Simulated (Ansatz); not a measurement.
# TePb (Fm-3m) in Ansatz: a series of runs

Aim: see how the results for TePb move with the level of theory and the settings. Levels: PBE, HSE06, PBE0. Tasks: single point.

Everything below comes from runs of Ansatz 0.2.0. Logs are shortened: lines on timing, memory, paths and dates and some standing lists are left out, and cuts for length are marked.

**What was measured.**

From a printed reference work, monograph, for a bulk crystal of TePb at 4.2 K: band gap 0.19 eV (direct).

The results are compared with them further down.

## 1. The crystal as given

It takes space group Fm-3m (No. 225, cubic). Conventional cell: a = 6.462 Å, b = 6.462 Å, c = 6.462 Å, α = 90.00°, β = 90.00°, γ = 90.00°. Pb (site symmetry m-3m) has 6 Te at 3.23 Å as nearest neighbours. Te (site symmetry m-3m) has 6 Pb at 3.23 Å as nearest neighbours.

## 2. Single point, PBE

The input, input.yaml:

```yaml
crystal:
  lattice:
    - [0.0, 3.231, 3.231]
    - [3.231, 0.0, 3.231]
    - [3.231, 3.231, 0.0]
  atoms:
    - { symbol: Pb, position: [0.0, 0.0, 0.0] }
    - { symbol: Te, position: [0.5, 0.5, 0.5] }
kpoints:
  mp_grid: { grid: [6, 6, 6] }
scf:
  occupations: { method: fermi_dirac, width: 0.05 }
hamiltonian:
  xc: pbe
  pseudopotentials: { kind: all_electron, datasets: crystal }
output:
  forces: true
  stress: true
  eigenvalues: true
  elf: true
  volumetric_format: npy
```

Potentials or basis: all-electron PAW datasets made for the crystal.

The run is started by

```bash
$ ansatz run input.yaml --threads 1 --pin off --max-ram 3072MiB --backend cpu --events-out ev --progress --plain --runs-dir out
```

The program printed:

```text
Warning: RAYON_NUM_THREADS=1 ignored (pool sized by the plan → 1); use --threads N
hamiltonian.pseudopotentials.datasets: crystal makes datasets for this crystal and solves the spheres of its atoms anew in each pass: cutoff 240.0 eV, the density's 960.0 eV; for an error of 0.50 meV an atom under PBE, 1.0 meV for the cell; an energy difference from a run of another recipe may be off by several times the error for the cell, under r2SCAN by more, where some 0.1 meV an atom stays at smaller errors; Te in spheres of 1.376 Å, 6 of its electrons in bands, 10 on its site; Pb in spheres of 1.376 Å, 14 of its electrons in bands; only band paths and densities of states list, in semicore columns, the levels of the semicore shells that are solved separately: 4d of Te
Engine: ansatz 0.2.0, x86_64-unknown-linux-gnu
Pseudopotentials: kind: all_electron
Pseudopotential: Pb, paw, valence charge 14, recommended cutoff 240 eV (normal), crystal/all_electron/pbe/scalar/gaussian/Pb, Koelling and Harmon's equation, gaussian nucleus
Pseudopotential: Te, paw, valence charge 16, recommended cutoff 240 eV (normal), crystal/all_electron/pbe/scalar/gaussian/Te, Koelling and Harmon's equation, gaussian nucleus
Functional definition: PBE
  parameter kappa = 0.804
  parameter beta = 0.06672455060314922
  exchange = pbe_x(kappa = kappa, mu = beta*pi^2/3)
  correlation = pbe_c(beta = beta)
Crystal: 2 atoms, lattice volume = 67.459 Å³
Basis set: ecut = 240 eV, 537 PW (Γ), exchange–correlation on 48×48×48 points (8 copies of the dense FFT grid, shifted against one another)
Bands: 14, of which v1, the nominal top of the filled ones, is band 10 counted from 1 (9 counted from 0)
Symmetry: 48 space group operations
Space group: Fm-3m (ITA 225), of the structure as read, at distance tolerance 4.1e-5 Å
k-points: 16 of 216
Non-local potential: Pb, projectors of the file, l = 0: 1, l = 1: 1, l = 2: 2
Non-local potential: Te, projectors of the file, l = 0: 1, l = 1: 1
PAW form: soft (Blöchl's): semilocal exchange-correlation on the pseudo side does not see the compensation charge
PAW one-centre angular grid: Pb, 590 points (default); XC on its mesh's 1809 points in the sphere
PAW one-centre angular grid: Te, 110 points (default); XC on its mesh's 1857 points in the sphere
Initial density: superposition of atomic densities (neutral atoms: chi_scale 0, normalization atom)
Initial wavefunctions: pseudopotential atomic-orbital guess
Functional: x = pbe(κ = 0.804, μ = 0.2195149727645171), c = pbe(β = 0.06672455060314922)
iter 1 solved again at ethr=2.34e-3 eV; its pass at ethr=1.00e-1 eV (dr2=4.69e-1 eV) is discarded
SCF iter   1: F=—  HF=-752951.889848 eV  |F-HF|=—  |Δ(HF+E_count)|=         —  Δρ=1.72e-2  dr2=4.68e-1  ethr=2.34e-3  ⟨swp⟩=4.8  Hψ=1315  notcnv=0
preconditioner: auto → none  [insulator: Δε(μ)=0.863 eV  Ē_g=14.457 eV  σ=0.050 eV  W_gap=1.00  n_scr=14 (ndim 8)  ℏωp=20.2 eV  f_vac=0.000  D(μ)=0.00/eV (n_scr^D=0)  ε∞_Penn≈3.0]
iter 2 solved again at ethr=1.47e-4 eV; its pass at ethr=2.34e-3 eV (dr2=2.95e-2 eV) is discarded
SCF iter   2: F=—  HF=-752951.762040 eV  |F-HF|=—  |Δ(HF+E_count)|=   1.28e-1  Δρ=6.34e-3  dr2=3.04e-2  ethr=1.47e-4  ⟨swp⟩=2.1  Hψ=1097  notcnv=0  defer=2
SCF iter   3: F=—  HF=-752951.755081 eV  |F-HF|=—  |Δ(HF+E_count)|=   6.96e-3  Δρ=2.96e-3  dr2=5.46e-3  ethr=1.47e-4  ⟨swp⟩=3.1  Hψ=492  notcnv=0
SCF iter   4: F=—  HF=-752951.755783 eV  |F-HF|=—  |Δ(HF+E_count)|=   7.02e-4  Δρ=6.99e-4  dr2=2.73e-4  ethr=2.73e-5  ⟨swp⟩=2.1  Hψ=387  notcnv=0
SCF iter   5: F=—  HF=-752951.758088 eV  |F-HF|=—  |Δ(HF+E_count)|=   2.31e-3  Δρ=1.18e-4  dr2=5.77e-6  ethr=1.36e-6  ⟨swp⟩=2.9  Hψ=549  notcnv=0
SCF iter   6: F=—  HF=-752951.758092 eV  |F-HF|=—  |Δ(HF+E_count)|=   3.23e-6  Δρ=2.84e-5  dr2=2.75e-7  ethr=2.88e-8  ⟨swp⟩=3.0  Hψ=507  notcnv=0
SCF iter   7: F=-752951.758092 eV  HF=-752951.758092 eV  |F-HF|=2.60e-8  |Δ(HF+E_count)|=   3.42e-7  Δρ=4.23e-6  dr2=1.62e-8  ethr=1.37e-9  ⟨swp⟩=3.0  Hψ=470  notcnv=0
SCF 1 converged in 7 iterations: F = -752951.758092 eV  dr2 = 1.62e-8
  Residual-converged pass: ⟨swp⟩=3.3  Hψ=511  notcnv=0  max |occ|·‖R‖ = 5.0e-6 eV (tolerance 5.3e-6 eV)  dr2=1.62e-8  dr2_onsite=2.41e-8  max |Δocc| = 2.7e-13
SCF converged after 7 iterations
Free energy (F): -752951.758092 eV
Harris-Foulkes:  -752951.758092 eV  (|F-HF|=2.60e-8)
Internal energy: -752951.758070 eV  (E = F + TS)
E sigma→0 (E₀):  -752951.758081 eV
Entropy (-TS):   -0.000022 eV (-0.011 meV/atom)
Past the cutoff: the bands carry plane waves up to 1.75 times it, of which those up to 1.5 times it add -0.000387 eV an atom, each by itself; the spheres take 0.000599 eV an atom off the energy for waves past 1.75 times it
By the cutoff:   a pressure is off by up to 0.008 GPa (1.2 times the spheres' own share and the shells' term, over an atom's volume, and 0.004 GPa: a bound that held against runs at twice the plane waves)
Past the cutoffs: a stress includes 0.0020 GPa for waves and charges beyond them, in addition to the slope of what the spheres take
In the spheres:  the bands' charges fall short by 2.0e-6 e at most (sound up to 1e-3), those of shells solved beside the bands by 3.6e-7 e (sound up to 5e-4)
Fermi energy:    12.189831 eV
--- Per-component energies (eV) ---
  E_band       = 20.379031
  E_kinetic    = 220.276934
  E_local      = -2412.432367  (includes V_loc(G=0)·N_el)
  E_nonlocal   = 380.739655
  E_hartree    = 1120.377596
  E_xc         = -171.683643
  E_vxc        = -193.131289  (∫ρ·V_xc dr)
  E_paw        = -757049.793975  (= ΣΔE_a)
  E_vpaw       = -8029.510257  (= ΣTr[D̂ρ^β])
  E_ewald      = -2852.919164
  E_smearing   = -0.000022  (= −TS)
  E_closure    = 7813.676894  (closes the sum)
  Σ components = -752951.758092   (vs F -752951.758092, Δ=0.00e0)
  The terms above E_closure are by the made datasets' own strengths, without shells solved beside the bands.
--- Forces (eV/Å), atoms counted from 1 ---
  atom   1  Pb    -0.00000000     0.00000000     0.00000000
  atom   2  Te     0.00000000    -0.00000000     0.00000000
  max |Σ_I F_I| component: 1.51e-29 eV/Å
--- Stress (GPa, compression-positive) ---
        2.150010       0.000000      -0.000000
        0.000000       2.150010      -0.000000
       -0.000000      -0.000000       2.150010
  P = ⅓ Tr σ = 2.1500 GPa (21.500 kbar)
  It holds what live shells' own plane waves past their cutoff add
--- Band table (eV; the first three rows and the last of 16) ---
  k-point 0: bands = ["-4.9134", "-4.9134", "-4.9047", "-4.9047", "-4.9047", "-0.2020", "6.2306", "10.4688", "10.4688", "10.4688", "15.8964", "15.8964"]
  k-point 1: bands = ["-4.9170", "-4.9170", "-4.9041", "-4.9008", "-4.9008", "0.0341", "5.5002", "10.5404", "10.5404", "10.8618", "14.7190", "14.9607"]
  k-point 2: bands = ["-4.9251", "-4.9251", "-4.9030", "-4.8921", "-4.8921", "0.6781", "4.1030", "10.7538", "10.7538", "11.4420", "13.2812", "13.6712"]
  k-point 15: bands = ["-4.9635", "-4.9115", "-4.9061", "-4.8883", "-4.8790", "1.5899", "4.0066", "7.6538", "8.4731", "10.5617", "14.6181", "16.1476"]
```

Run time: 8.3 s. Hardware: 1 thread of AMD EPYC 7R43 (Zen 3), shared host; peak memory 0.53 GiB.

Results:

```yaml
Free_energy: -752951.7581 eV
Pressure: 2.2 GPa
Band_gap_on_the_k_mesh: 0.73 eV, direct
```

Levels at points of the mesh, in eV from the valence-band top:
```
             k point  band 8  band 9  band 10  band 11  band 12
  (0.00, 0.00, 0.00)   -1.36   -1.36    -1.36     4.07     4.07
 (0.00, 0.00, -0.50)   -0.90   -0.90     0.00     0.73     1.27
(0.00, -0.50, -0.50)   -4.50   -2.81    -2.81     3.29     5.47
```

Caveat: spin-orbit coupling is left out, which as a rule narrows the gap of such compounds by several tenths of an eV.

## 3. Single point, HSE06

input.yaml: that of step 2 with these lines changed.

```diff
@@ -13,3 +13,3 @@
 hamiltonian:
-  xc: pbe
+  xc: hse06
   pseudopotentials: { kind: all_electron, datasets: crystal }
@@ -18,4 +18 @@
   stress: true
-  eigenvalues: true
-  elf: true
-  volumetric_format: npy
```

Potentials or basis: all-electron PAW datasets made for the crystal.

The run is started by

```bash
$ ansatz run input.yaml --threads 1 --pin off --max-ram 3072MiB --backend cpu --events-out ev --progress --plain --runs-dir out
```

Wall time 7.1 min (1 thread of AMD EPYC 7R43 (Zen 3), shared host); peak memory 1.1 GiB.

The run converged. Its results:

| Item | Value |
| --- | --- |
| Free energy | -752928.7692 eV |
| Pressure | 1.2 GPa |
| Band gap on the k mesh | 1.11 eV, direct |

Levels at points of the mesh, in eV from the valence-band top:
| k point | band 13 | band 14 | band 15 | band 16 |
| --- | --- | --- | --- | --- |
| (0.00, 0.00, 0.00) | -1.60 | -1.60 | -1.60 | 4.73 |
| (0.00, 0.00, -0.50) | -1.12 | -1.12 | 0.00 | 1.11 |
| (0.00, -0.50, -0.50) | -5.09 | -3.20 | -3.20 | 3.68 |

Caveat: spin-orbit coupling is left out, which as a rule narrows the gap of such compounds by several tenths of an eV.

## 4. Single point, PBE0

input.yaml: that of step 3 with these lines changed.

```diff
@@ -13,3 +13,3 @@
 hamiltonian:
-  xc: hse06
+  xc: pbe0
   pseudopotentials: { kind: all_electron, datasets: crystal }
```

Potentials or basis: all-electron PAW datasets made for the crystal.

The run is started by

```bash
$ ansatz run input.yaml --threads 1 --pin off --max-ram 3072MiB --backend cpu --events-out ev --progress --plain --runs-dir out
```

The program printed:

```text
Warning: RAYON_NUM_THREADS=1 ignored (pool sized by the plan → 1); use --threads N
hamiltonian.pseudopotentials.datasets: crystal makes datasets for this crystal and solves the spheres of its atoms anew in each pass: cutoff 290.0 eV, the density's 1160.0 eV;, for an error of 0.50 meV an atom under PBE, 1.0 meV for the cell; an energy difference from a run of another recipe may be off by several times the error for the cell, under r2SCAN by more, where some 0.1 meV an atom stays at smaller errors; Te in spheres of 1.376 Å, 16 of its electrons in bands; Pb in spheres of 1.376 Å, 14 of its electrons in bands
[... 2 set-up lines as earlier in the session ...]
Pseudopotential: Pb, paw, valence charge 14, recommended cutoff 290 eV (normal), crystal/all_electron/pbe/scalar/gaussian/Pb, Koelling and Harmon's equation, gaussian nucleus
Pseudopotential: Te, paw, valence charge 16, recommended cutoff 290 eV (normal), crystal/all_electron/pbe/scalar/gaussian/Te, Koelling and Harmon's equation, gaussian nucleus
Functional definition: PBE0
  parameter a = 0.25
[... 2 set-up lines as earlier in the session ...]
  exchange = (1 - a)*pbe_x(kappa = kappa, mu = beta*pi^2/3) + a*exact_x
[... 1 set-up line as earlier in the session ...]
Crystal: 2 atoms, lattice volume = 67.459 Å³
Basis set: ecut = 290 eV, 749 PW (Γ), exchange–correlation on 54×54×54 points (8 copies of the dense FFT grid, shifted against one another)
Bands: 19, of which v1, the nominal top of the filled ones, is band 15 counted from 1 (14 counted from 0)
[... 2 set-up lines as earlier in the session ...]
k-points: 16 of 216
[... 1 set-up line as earlier in the session ...]
Non-local potential: Te, projectors of the file, l = 0: 1, l = 1: 1, l = 2: 2
[... 2 set-up lines as earlier in the session ...]
PAW one-centre angular grid: Te, 590 points (default); XC on its mesh's 1857 points in the sphere
[... 2 set-up lines as earlier in the session ...]
Functional: x = 0.75 pbe(κ = 0.804, μ = 0.2195149727645171) + 0.25 exact, c = pbe(β = 0.06672455060314922)
iter 1 solved again at ethr=1.57e-3 eV; its pass at ethr=1.00e-1 eV (dr2=4.70e-1 eV) is discarded
SCF iter   1: F=—  HF=-752951.892014 eV  |F-HF|=—  |Δ(HF+E_count)|=         —  Δρ=1.72e-2  dr2=4.69e-1  ethr=1.57e-3  ⟨swp⟩=4.3  Hψ=1580  notcnv=0
preconditioner: auto → none  [insulator: Δε(μ)=0.860 eV  Ē_g=14.462 eV  σ=0.050 eV  W_gap=1.00  n_scr=14 (ndim 8)  ℏωp=20.2 eV  f_vac=0.000  D(μ)=0.00/eV (n_scr^D=0)]
iter 2 solved again at ethr=1.01e-4 eV; its pass at ethr=1.56e-3 eV (dr2=3.02e-2 eV) is discarded
SCF iter   2: F=—  HF=-752951.763814 eV  |F-HF|=—  |Δ(HF+E_count)|=   1.28e-1  Δρ=6.53e-3  dr2=3.30e-2  ethr=1.01e-4  ⟨swp⟩=2.3  Hψ=1417  notcnv=0  defer=1
SCF iter   3: F=—  HF=-752951.755546 eV  |F-HF|=—  |Δ(HF+E_count)|=   8.27e-3  Δρ=3.16e-3  dr2=6.08e-3  ethr=1.01e-4  ⟨swp⟩=3.1  Hψ=672  notcnv=0  defer=1
SCF iter   4: F=—  HF=-752951.756401 eV  |F-HF|=—  |Δ(HF+E_count)|=   8.54e-4  Δρ=1.14e-3  dr2=9.22e-4  ethr=2.03e-5  ⟨swp⟩=2.1  Hψ=548  notcnv=0  defer=1
SCF iter   5: F=—  HF=-752951.758099 eV  |F-HF|=—  |Δ(HF+E_count)|=   1.70e-3  Δρ=1.74e-4  dr2=1.72e-5  ethr=3.07e-6  ⟨swp⟩=3.1  Hψ=611  notcnv=0  defer=1
SCF iter   6: F=—  HF=-752924.859533 eV  |F-HF|=—  |Δ(HF+E_count)|=         —  Δρ=4.66e-3  dr2=1.35e-2  ethr=5.72e-8  ⟨swp⟩=5.3  Hψ=1437  notcnv=0
SCF iter   7: F=—  HF=-752924.867515 eV  |F-HF|=—  |Δ(HF+E_count)|=   7.98e-3  Δρ=1.37e-3  dr2=1.47e-3  ethr=5.72e-8  ⟨swp⟩=5.0  Hψ=1122  notcnv=0
SCF iter   8: F=—  HF=-752924.865708 eV  |F-HF|=—  |Δ(HF+E_count)|=   1.81e-3  Δρ=2.52e-4  dr2=8.82e-5  ethr=5.72e-8  ⟨swp⟩=4.1  Hψ=946  notcnv=0
SCF iter   9: F=—  HF=-752924.866272 eV  |F-HF|=—  |Δ(HF+E_count)|=   5.63e-4  Δρ=9.53e-5  dr2=8.22e-6  ethr=5.72e-8  ⟨swp⟩=3.2  Hψ=889  notcnv=0
SCF iter  10: F=—  HF=-752924.866246 eV  |F-HF|=—  |Δ(HF+E_count)|=   2.61e-5  Δρ=1.64e-5  dr2=1.27e-7  ethr=2.74e-8  ⟨swp⟩=3.1  Hψ=625  notcnv=0  defer=1
SCF iter  11: F=—  HF=-752924.866264 eV  |F-HF|=—  |Δ(HF+E_count)|=   1.89e-5  Δρ=2.89e-6  dr2=7.48e-9  ethr=4.22e-10  ⟨swp⟩=3.1  Hψ=638  notcnv=0
SCF iter  12: F=-752924.866260 eV  HF=-752924.866260 eV  |F-HF|=6.98e-10  |Δ(HF+E_count)|=   4.57e-6  Δρ=9.90e-7  dr2=4.55e-10  ethr=2.49e-11  ⟨swp⟩=3.1  Hψ=746  notcnv=0
SCF 1 converged in 12 iterations: F = -752924.866260 eV  dr2 = 4.55e-10
  Residual-converged pass: ⟨swp⟩=3.0  Hψ=571  notcnv=0  max |occ|·‖R‖ = 4.7e-6 eV (tolerance 5.3e-6 eV)  dr2=6.70e-10  dr2_onsite=3.87e-9  max |Δocc| = 6.6e-11
hybrid outer 1: dexx = +2.215e-11 eV
hybrid SCF converged: 1 outer / 12 inner (+0 warm-up), last move |dexx| = 2.21e-11 eV
Stability not checked: this state was not tested for a lower state beside it, because the functional holds exact exchange (a hybrid, or Hartree-Fock), whose exchange loop this test does not read (fock_operator; see scf.lower_state_search)
Free energy (F): -752924.866260 eV
Harris-Foulkes:  -752924.866260 eV  (|F-HF|=6.98e-10)
Internal energy: -752924.866260 eV  (E = F + TS)
E sigma→0 (E₀):  -752924.866260 eV
Past the cutoff: the bands carry plane waves up to 1.75 times it, of which those up to 1.5 times it add -0.000206 eV an atom, each by itself; the spheres take 0.000542 eV an atom off the energy for waves past 1.75 times it
Past the cutoffs: a stress includes 0.0011 GPa for waves and charges beyond them, in addition to the slope of what the spheres take
In the spheres:  the bands' charges fall short by 7.7e-6 e at most (sound up to 1e-3)
Fermi energy:    12.135322 eV
--- Per-component energies (eV) ---
  E_band       = -290.944284
  E_kinetic    = 265.184502
  E_local      = -2420.080864  (includes V_loc(G=0)·N_el)
  E_nonlocal   = 272.249927
  E_hartree    = 1119.130479
  E_xc         = -122.694778
  E_vxc        = -150.241825  (∫ρ·V_xc dr)
  E_exx        = -88.822298  (= α·E_x^exact, valence–valence)
  E_paw        = -756597.041902  (= ΣΔE_a)
  E_vpaw       = -7818.799106  (= ΣTr[D̂ρ^β])
  E_ewald      = -2852.919164
  E_smearing   = -0.000000  (= −TS)
  E_closure    = 7500.127840  (closes the sum)
  Σ components = -752924.866260   (vs F -752924.866260, Δ=0.00e0)
  The terms above E_closure are by the made datasets' own strengths, without shells solved beside the bands.
--- Forces (eV/Å), atoms counted from 1 ---
  atom   1  Pb     0.00000000     0.00000000     0.00000000
  atom   2  Te     0.00000000     0.00000000    -0.00000000
  max |Σ_I F_I| component: 5.85e-18 eV/Å
--- Stress (GPa, compression-positive) ---
        1.240615       0.000000       0.000000
        0.000000       1.240615       0.000000
        0.000000      -0.000000       1.240615
  P = ⅓ Tr σ = 1.2406 GPa (12.406 kbar)
--- Band table (eV; the first three rows and the last of 16) ---
  k-point 0: bands = ["-27.4707", "-27.4707", "-27.4618", "-27.4618", "-27.4618", "-7.4343", "-7.4343", "-7.4137", "-7.4137", "-7.4137", "-2.1616", "5.3018", "9.6264", "9.6264", "9.6264", "16.6801"]
  k-point 1: bands = ["-27.4706", "-27.4706", "-27.4618", "-27.4617", "-27.4617", "-7.4385", "-7.4385", "-7.4132", "-7.4101", "-7.4101", "-1.8963", "4.3927", "9.7160", "9.7160", "10.1630", "15.3346"]
  k-point 2: bands = ["-27.4705", "-27.4705", "-27.4616", "-27.4615", "-27.4615", "-7.4480", "-7.4480", "-7.4125", "-7.4018", "-7.4018", "-1.1711", "2.7336", "9.9706", "9.9706", "10.9160", "13.7158"]
  k-point 15: bands = ["-27.4707", "-27.4703", "-27.4617", "-27.4611", "-27.4608", "-7.4895", "-7.4341", "-7.4154", "-7.3977", "-7.3883", "-0.1256", "2.6599", "6.4374", "7.3712", "9.8150", "15.1954"]
```

Run time: 8.2 min. Hardware: 1 thread of AMD EPYC 7R43 (Zen 3), shared host; peak memory 1.1 GiB.

Results:

| Property | Result |
| --- | --- |
| Free energy | -752924.8663 eV |
| Pressure | 1.2 GPa |
| Band gap on the k mesh | 1.65 eV, direct |

Levels at points of the mesh, in eV from the valence-band top:
| k point | band 11 | band 12 | band 13 | band 14 | band 15 | band 16 |
| --- | --- | --- | --- | --- | --- | --- |
| (0.00, 0.00, 0.00) | -13.47 | -6.01 | -1.68 | -1.68 | -1.68 | 5.37 |
| (0.00, 0.00, -0.50) | -11.86 | -9.57 | -1.15 | -1.15 | 0.00 | 1.65 |
| (0.00, -0.50, -0.50) | -11.56 | -8.01 | -5.25 | -3.32 | -3.32 | 4.27 |

Caveat: spin-orbit coupling is left out, which as a rule narrows the gap of such compounds by several tenths of an eV.

## 5. Overview

| level | cutoff (eV) | gap on the mesh (eV) | pressure (GPa) |
| --- | --- | --- | --- |
| PBE | 240 | 0.73 | 2.2 |
| HSE06 | 290 | 1.11 | 1.2 |
| PBE0 | 290 | 1.65 | 1.2 |

Alike in all rows: task single point; potentials or basis all-electron PAW datasets made for the crystal; no spin polarisation; cell as given; k mesh 6 × 6 × 6; smearing fermi-dirac 0.05 eV.

On the cell as given the gap runs from 0.73 eV (PBE) to 1.65 eV (PBE0). The pressure there spans 1.2 GPa (HSE06) to 2.2 GPa (PBE); a positive pressure means that this level wants a larger cell, a negative one a smaller.

Caveats: spin-orbit coupling is left out, which as a rule narrows the gap of such compounds by several tenths of an eV.

Compare energies only between runs with the same functional and basis.

## 6. Comparison with measurements

Step 2. A measured gap of TePb is 0.19 eV (direct; 4.2 K; a printed reference work, monograph); the calculated 0.73 eV misses it by +0.54 eV. Spin-orbit coupling on Pb, Te is left out. The value is that of PBE on a finite k mesh, which can miss the band edges, without temperature or zero-point motion.

Step 3. Against the measured gap of TePb, 0.19 eV (direct; 4.2 K; a printed reference work, monograph), the calculated 1.11 eV is off by +0.92 eV. Spin-orbit coupling on Pb, Te is left out. The value is that of HSE06 on a finite k mesh, which can miss the band edges, without temperature or zero-point motion.

Step 4. Measured gap of TePb: 0.19 eV (direct; 4.2 K; a printed reference work, monograph). This calculation gives 1.65 eV (+1.46 eV). So large a miss can be the level of theory's own, or it may mean another phase, state or a wrong row. Spin-orbit coupling on Pb, Te is left out. The value is that of PBE0 on a finite k mesh, which can miss the band edges, without temperature or zero-point motion.
